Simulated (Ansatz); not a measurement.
# SrTe: how well frozen cores do

Aim: solve SrTe at one geometry with full-potential LAPW, frozen-core PAW and datasets made for this crystal, and see where they agree. The cell is first relaxed from a guess with PAW; it needn't be the stable phase of this composition.

Method: DFT PBE, scalar-relativistic, in Ansatz 0.2.0.

### Step 1. The structure to begin with

The structure is cubic, space group Fm-3m (No. 225). The conventional cell has a = 6.439 Å, b = 6.439 Å, c = 6.439 Å, α = 90.00°, β = 90.00°, γ = 90.00°. Sr (site symmetry m-3m) has 6 Te at 3.22 Å as nearest neighbours. Around Te (site symmetry m-3m) lie 6 Sr at 3.22 Å.

Structure file:

```
Sr Te
1.0
     0.00000    3.21951    3.21951
     3.21951    0.00000    3.21951
     3.21951    3.21951    0.00000
Sr Te
1 1
Direct
  0.00000 0.00000 0.00000
  0.50000 0.50000 0.50000
```

Atoms are numbered in the order of the input: Sr1, Te2.

### Step 2. Cell and atoms relaxed first

input.yaml

```yaml
crystal:
  lattice:
    - [0.0, 3.2195088072, 3.2195088072]
    - [3.2195088072, 0.0, 3.2195088072]
    - [3.2195088072, 3.2195088072, 0.0]
  atoms:
    - { symbol: Sr, position: [0.0, 0.0, 0.0] }
    - { symbol: Te, position: [0.5, 0.5, 0.5] }
kpoints:
  mp_grid: { grid: [11, 11, 11] }
scf:
  occupations: { method: fermi_dirac, width: 0.03 }
hamiltonian:
  xc: pbe
  pseudopotentials: { kind: paw }
output:
  forces: true
  stress: true
relax:
  f_tol: 0.005
  max_steps: 80
  cell: {}
```

On the command line:

```bash
$ ansatz run input.yaml --threads 1 --pin off --max-ram 2048MiB --backend cpu --events-out ev --progress --plain --runs-dir out
```

After this run come: Full-potential LAPW; Frozen-core PAW; Datasets made for this crystal.

Before running it: what results should come out? Wanted: pressure; gap; Bader charges; highest ELF.

As calculated:

| quantity | value |
| --- | --- |
| pressure | LAPW 0.00, PAW 0.00, crystal datasets 0.00 GPa |
| gap (LAPW) | 1.78 eV, indirect from Γ to X |
| Bader charges (PAW) | Sr1 +1.44, Te2 -1.44 e |
| highest ELF (PAW) | 0.75, 1.38 Å from Te |

What this shows: The pressure is within half a GPa of zero, so the volume is close to equilibrium at this level. A gap opens: 1.78 eV, indirect from Γ to X. Spin-orbit coupling is left out, though the cell holds Te; it can shift such gaps by tenths of an eV. Te 5p states make 99 % of the projected weight in the top eV of the valence band. The projection holds only the free atom's occupied shells (Sr 5s, Te 5s, Te 5p in this range). In pressure, PAW differs from LAPW by less than 0.01 GPa and less than 0.01 eV in the gap. The price, with the outputs that each input asks for: 43 s for LAPW against 25 s for PAW, about 1.7 to one.

These are semilocal Kohn-Sham gaps, which aren't the measured quantity. Such gaps usually fall short of the measured ones; spin-orbit coupling, left out here, narrows gaps with Te, so the two errors partly cancel.
